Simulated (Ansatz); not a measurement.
## Ge in Ansatz: the effect of functional

Crystal: Ge.

```
CELL_PARAMETERS angstrom
-2.52874 2.68575 1.45586
2.52874 -2.68575 1.45586
2.52874 2.68575 -1.45586
ATOMIC_POSITIONS crystal
Ge 0.31406 0.06406 0.25000
Ge 0.68594 0.93594 0.75000
```

This isn't the form of Ge at room conditions, which is diamond.

The cell isn't the ideal one: volume scaled by 1.04.

Alike in all runs:

| Item | Value |
| --- | --- |
| Program | Ansatz 0.2.0 |
| Task | single point |
| Potentials or basis | Ansatz PAW |
| k mesh | 11 × 11 × 11 |
| Occupations | fermi-dirac, width 0.05 eV |
| Spin | no spin polarisation |

```tsv
functional	cutoff	pressure (GPa)	largest force (eV/Å)
LDA	420 eV (not typed: the program's choice for these potentials)	-6.4	0.07
PBEsol	420 eV (not typed: the program's choice for these potentials)	?	?
r2SCAN	500 eV (not typed: the program's choice for these potentials)	-3.9	0.10
```

Q: What does the run with functional PBEsol give?

A: Pressure -4.9 GPa; largest force 0.06 eV/Å.

Caveats: the PAW data sets come from PBE, with cores solved anew for the run's functional, which leaves a small shift of forces and pressure.
